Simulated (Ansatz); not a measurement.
# TaN: the cost of one run

Method: DFT LDA, scalar-relativistic, plane waves, PAW, in Ansatz 0.2.0.

1 further run of the same task is left out (set aside as unsound or not needed).

**1. The system as given**

It takes space group Fm-3m (No. 225, cubic). Conventional cell: a = 4.358 Å, b = 4.358 Å, c = 4.358 Å, α = 90.00°, β = 90.00°, γ = 90.00°. Ta (site symmetry m-3m) is surrounded by 6 N at 2.18 Å. N (site symmetry m-3m) has 6 Ta at 2.18 Å as nearest neighbours.

As a file:

```xyz
2
Lattice="0.0000 2.1790 2.1790 2.1790 0.0000 2.1790 2.1790 2.1790 0.0000" Properties=species:S:1:pos:R:3 pbc="T T T"
Ta    2.1790    2.1790    2.1790
N     0.0000    0.0000    0.0000
```

The structure comes from the Crystallography Open Database.

**6. Setting up the map**

The energy is mapped over two normal modes frozen in (zone-centre modes of the cell shown).

- amplitude of mode 4 (425 cm⁻¹), largest displacement: 9 values from −0.244 to 0.244 Å
- amplitude of mode 6 (425 cm⁻¹), largest displacement: 9 values from −0.244 to 0.244 Å

Nothing else is relaxed (the cell and all other modes fixed). Energies count from the relaxed high-symmetry cell. Points are written as (first, second).

The patterns, per unit of each coordinate (Å):

```csv
atom,x1,y1,z1,x2,y2,z2
Ta1,-0.077,0.000,0.000,0.000,0.000,-0.077
N2,1.000,0.000,0.000,0.000,0.000,1.000
```

(The set-up runs are not shown.)

**7. Point (−0.122 Å, −0.122 Å)**

The input, input.yaml:

```yaml
crystal:
  lattice:
    - [0.0, 2.1738356505, 2.1738356505]
    - [2.1738356505, 0.0, 2.1738356505]
    - [2.1738356505, 2.1738356505, 0.0]
  atoms:
    - { symbol: Ta, position: [0.5, 0.5043443495, 0.5] }
    - { symbol: "N", position: [0.0, -0.056121998, 0.0] }
basis:
  ecutwfc: 520.0
kpoints:
  mp_grid: { grid: [18, 18, 18] }
hamiltonian:
  xc: lda
  pseudopotentials: { kind: paw, azcp: { folder: soft_1 } }
scf:
  occupations: { method: gaussian, width: 0.15 }
output:
  forces: true
  stress: true
  eigenvalues: true
```

Started as:

```bash
ansatz run input.yaml --threads 1 --pin off --max-ram 2048MiB --backend cpu --events-out ev --progress --plain --runs-dir out
```

What time and memory should one allow on 1 thread of AMD EPYC 7R43 (Zen 3), shared host?

About 21 s, with a peak of 0.69 GiB.
